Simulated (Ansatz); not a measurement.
Input and command of a calculation in Ansatz (plane waves; scalar-relativistic PAW potentials unless the input names others):

```yaml
crystal:
  lattice:
    - [0.0, -2.0431, -2.0431]
    - [0.0, 2.0431, -2.0431]
    - [4.0862, 0.0, 0.0]
  atoms:
    - { symbol: Ag, position: [0.5, 0.5, 0.5183544614] }
    - { symbol: Ag, position: [0.0, 0.0, -0.0183544614] }
basis:
  ecutwfc: 420
kpoints:
  mp_grid: { grid: [24, 24, 18] }
hamiltonian:
  xc: pbe
  dispersion: d3bjatm
scf:
  occupations: { method: gaussian, width: 0.15 }
output:
  forces: true
  eigenvalues: true
  stress: true
```

```bash
ansatz run input.yaml --threads 2 --pin off --max-ram 5120MiB --backend cpu --events-out ev --progress --plain --runs-dir out
```

Abridged log:
```
Pseudopotentials: kind: paw
Pseudopotential: Ag, paw, valence charge 19, recommended cutoff 420 eV (normal)
Functional definition: PBE
Crystal: 2 atoms, lattice volume = 34.114 Å³
Basis set: ecut = 420 eV, 673 PW (Γ), exchange–correlation on 40×40×60 points (8 copies of the dense FFT grid, shifted against one another)
Bands: 23, of which v1, the nominal top of the filled ones, is band 19 counted from 1 (18 counted from 0)
Symmetry: 16 space group operations
Space group: P4/nmm (ITA 129), of the structure as read, at distance tolerance 3.2e-5 Å
k-points: 910 of 10368
Initial density: superposition of atomic densities (neutral atoms: chi_scale 0, normalization atom), corrected by the library's trained network
Initial wavefunctions: pseudopotential atomic-orbital guess
Functional: x = pbe(κ = 0.804, μ = 0.21951497), c = pbe(β = 0.06672455)
SCF iter   1: F=—  HF=-15182.073340 eV  |F-HF|=—  |Δ(HF+E_count)|=         —  Δρ=8.80e-4  dr2=4.29e-5  ethr=1.77e-3  ⟨swp⟩=4.4  Hψ=75208  notcnv=0
SCF iter   2: F=—  HF=-15182.074066 eV  |F-HF|=—  |Δ(HF+E_count)|=   7.26e-4  Δρ=4.96e-4  dr2=1.33e-5  ethr=1.13e-7  ⟨swp⟩=2.9  Hψ=52875  notcnv=0
SCF iter   3: F=—  HF=-15182.074150 eV  |F-HF|=—  |Δ(HF+E_count)|=   8.42e-5  Δρ=6.57e-5  dr2=5.14e-7  ethr=3.51e-8  ⟨swp⟩=2.0  Hψ=30887  notcnv=0
SCF iter   4: F=-15182.074151 eV  HF=-15182.074151 eV  |F-HF|=3.89e-8  |Δ(HF+E_count)|=   1.09e-6  Δρ=1.59e-5  dr2=4.70e-8  ethr=1.35e-9  ⟨swp⟩=2.0  Hψ=30843  notcnv=0
SCF iter   5: F=-15182.074151 eV  HF=-15182.074151 eV  |F-HF|=2.86e-9  |Δ(HF+E_count)|=   5.20e-8  Δρ=4.01e-6  dr2=7.69e-9  ethr=1.24e-10  ⟨swp⟩=2.1  Hψ=28789  notcnv=0
SCF iter   6: F=-15182.074151 eV  HF=-15182.074151 eV  |F-HF|=4.55e-11  |Δ(HF+E_count)|=  3.27e-11  Δρ=1.03e-6  dr2=3.91e-10  ethr=2.02e-11  ⟨swp⟩=2.2  Hψ=59126  notcnv=0
SCF 1 converged in 6 iterations: F = -15182.074151 eV  dr2 = 3.91e-10
SCF converged after 6 iterations
Free energy (F): -15182.074151 eV
Harris-Foulkes:  -15182.074151 eV  (|F-HF|=4.55e-11)
Internal energy: -15182.068799 eV  (E = F + TS)
E sigma→0 (E₀):  -15182.071475 eV
Entropy (-TS):   -0.005352 eV (-2.676 meV/atom)
Fermi energy:    17.412708 eV
  E_disp       = -1.053622  (pairwise vdW)
--- Forces (eV/Å), atoms counted from 1 ---
  atom   1  Ag    -0.93192504     0.00000000     0.00000000
  atom   2  Ag     0.93192504     0.00000000     0.00000000
--- Stress (GPa, compression-positive) ---
        1.473948       0.000000       0.000000
        0.000000       1.591168       0.000000
        0.000000       0.000000       1.591168
  P = ⅓ Tr σ = 1.5521 GPa (15.521 kbar)
```

Apart from outputs and empty bands, the input differs from a reference run on usual settings in kpoints.mp_grid.grid: [16, 16, 12] → [24, 24, 18]; hamiltonian.dispersion: not typed → "d3bjatm". The reference, at the same geometry (not necessarily relaxed), gave pressure 6.08 GPa, largest force 0.926 eV/Å, no gap on the mesh. This run converged in 6 SCF iterations (reference: 6) with an energy at zero smearing 526 meV/atom below the reference's (the Hamiltonian itself differs), pressure 1.55 GPa, largest force 0.932 eV/Å, no gap on the mesh.

It took 12 s on 2 threads of Intel(R) Xeon(R) Platinum 8488C (Sapphire Rapids) (shared host), peak memory 0.81 GiB.